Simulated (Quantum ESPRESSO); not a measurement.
## Sn in Quantum ESPRESSO: the effect of target pressure

Crystal: Sn.

```
CELL_PARAMETERS angstrom
-2.02919 2.02919 1.66076
2.02919 -2.02919 1.66076
2.02919 2.02919 -1.66076
ATOMIC_POSITIONS crystal
Sn 0.00000 0.00000 0.00000
```

This isn't the form of Sn at room conditions, which is tetragonal (white tin).

Alike in all runs:

```yaml
Program: Quantum ESPRESSO 7.5
Task: relaxation of cell and atoms
Functional: PBEsol
Potentials_or_basis: GBRV 1.5 PBEsol
Cutoff: 1061 eV
Density_cutoff: 8517 eV
k_mesh: 10 × 10 × 10
Occupations: fermi-dirac, width 0.05 eV
Spin: no spin polarisation
```

Each run relaxes the cell or the atoms first.

```tsv
target pressure	relaxed volume (Å³/atom)
0 GPa	?
2 GPa	25.24
5 GPa	24.22
10 GPa	22.93
20 GPa	21.11
```

Question: What does the run with target pressure 0 GPa give?

Answer: Relaxed volume 26.04 Å³/atom.

Worked out: In Murnaghan's law V^(-B') rises as a straight line in P. The other rows fit best with B' = 4.3, V0 = 26.06 Å³/atom and B0 = 58 GPa, which gives 26.06 Å³/atom at 0 GPa, against the run's 26.04.

Caveats: the volume moved by over 15 % at a fixed basis, so the end points are rough (some runs).
